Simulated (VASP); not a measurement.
A run of VASP 6.6.1:

Contents of INCAR:

```
SYSTEM = Mg12O
ALGO = Normal ; EDIFF = 1E-7
ENCUT = 520 ; GGA = PS
ISIF = 2 ; ISMEAR = -1
LASPH = .True. ; LCHARG = .False.
LREAL = .False. ; LWAVE = .False.
NBANDS = 27 ; NELM = 100
PREC = Accurate ; SIGMA = 0.05
```

The input KPOINTS:

```
k-points
0
Gamma
  2 2 2
  0 0 0
```

Contents of POSCAR:

```
Mg12O
1.0
    6.4200000000      0.0000000000      0.0000000000
   -4.8150000000      8.3398250000      0.0000000000
    0.0000000000      0.0000000000      5.2130400000
Mg O
12 1
Direct
    0.0110000478      0.0229741032     -0.0423361417
    0.0169185108      0.1666701639      0.4989219342
   -0.0409845639      0.3093829907     -0.0358140356
    0.3045600379      0.5491122416      0.5197351258
    0.1052075994      0.6645343278     -0.1111443611
    0.1628134686      0.9298156736      0.5537076255
    0.4326577348     -0.0331541729      0.1123336863
    0.5632845325      0.2866846726      0.4998043368
    0.3398085836      0.3103782154      0.1058115802
    0.7743267190      0.6339101840      0.3092245599
    0.5870953966      0.6365841010     -0.0671201449
    0.6888133539      0.8801623535      0.5607476636
    0.9273955861      0.4164236060      0.3796249405
```

Potentials or basis: VASP PAW PBE potentials, release 64 (Mg, O).

Launch:

```console
$ cat potpaw_PBE.64/Mg/POTCAR potpaw_PBE.64/O/POTCAR > POTCAR
$ mpirun -np 1 vasp_std > vasp.out
```

Hardware: 1 thread of Intel(R) Xeon(R) Platinum 8559C (Emerald Rapids), with other jobs on the host.

Question: How long does it take, and how much memory?

Answer: Run time: 2.4 min on 1 thread of Intel(R) Xeon(R) Platinum 8559C (Emerald Rapids), on a shared host, peak memory 0.33 GiB. Counts: scf iterations 15, k points 8.
